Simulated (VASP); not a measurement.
Write the native input for VASP 6.6.1 that does the following.

```
Task                   : single point
Functional             : PBEsol
Potentials or basis    : VASP PAW PBE potentials, release 64 (Mn_pv, O)
Cutoff                 : 520 eV
k mesh                 : 11 × 11 × 3
Occupations            : fermi-dirac, width 0.05 eV
Spin                   : collinear spin, ferromagnetic start
Starting moments       : [4.0, 4.0, 0.0, 0.0, 0.0, 0.0] μB
Ladder                 : free
Further INCAR settings : ALGO = Normal; EDIFF = 1e-07; NBANDS = 38
```

The structure of MnO2 lies in POSCAR:

```
MnO2
1.0
    2.8549554371      0.0000000000      0.0000000000
   -1.4274777185      2.4724639352      0.0000000000
    0.0000000000      0.0000000000     10.2217427273
Mn O
2 4
Direct
    0.0159030000      0.0080700000      0.4998480000
   -0.0237270000     -0.0107210000     -0.0033140000
    0.6570320000      0.3349170000      0.4040440000
    0.6569730000      0.3410120000      0.0903340000
    0.3340160000      0.6754520000      0.5940550000
    0.3208470000      0.6663750000      0.9062590000
```

The cell comes from a database or a generator and needn't be the stable form of this composition.

The cell isn't the ideal one: atoms moved at random, drawn with an rms of 0.05 Å.

The input as run:

INCAR

```
  PREC = Accurate
  ENCUT = 520
  EDIFF = 1E-7
  ISMEAR = -1
  SIGMA = 0.05
  LREAL = F
  LASPH = T
  NELM = 100
  ALGO = Normal
  ISIF = 2
  LWAVE = F
  LCHARG = F
  ISPIN = 2
  MAGMOM = 4 4 0 0 0 0
  LORBIT = 11
  LMAXMIX = 4
  GGA = PS
  NBANDS = 38
  KPAR = 2
```

KPOINTS

```
regular mesh
0
Gamma
  11 11 3
```

Potentials or basis: VASP PAW PBE potentials, release 64 (Mn_pv, O).

Launch:

```bash
$ cat potpaw_PBE.64/Mn_pv/POTCAR potpaw_PBE.64/O/POTCAR > POTCAR
$ mpirun -np 2 vasp_std > vasp.out
```

It gave:

```json
{
 "Pressure": "-1.6 GPa",
 "Largest force": "0.731 eV/Å",
 "Band gap on the k mesh": "0.76 eV, direct",
 "Net moment": "6.00 μB per cell",
 "Site moments": "Mn +2.84, +2.83; O +0.04, +0.05 μB",
 "Valence electrons inside the program's atomic spheres": "Mn 11.75, 11.79; O 4.96, 4.97, 4.99"
}
```

Caveat: the PAW data sets were made with another functional, which shifts forces and pressure a little; an odd mesh through Γ misses points on the zone boundary, where band edges often lie; only a ferromagnetic start was run, and an antiferromagnetic order may lie lower in energy.

Wall time 9.9 min on 2 MPI ranks on Intel(R) Xeon(R) Platinum 8259CL CPU @ 2.50GHz (Skylake/Cascade Lake), on a shared host, peak memory 0.71 GiB a rank.
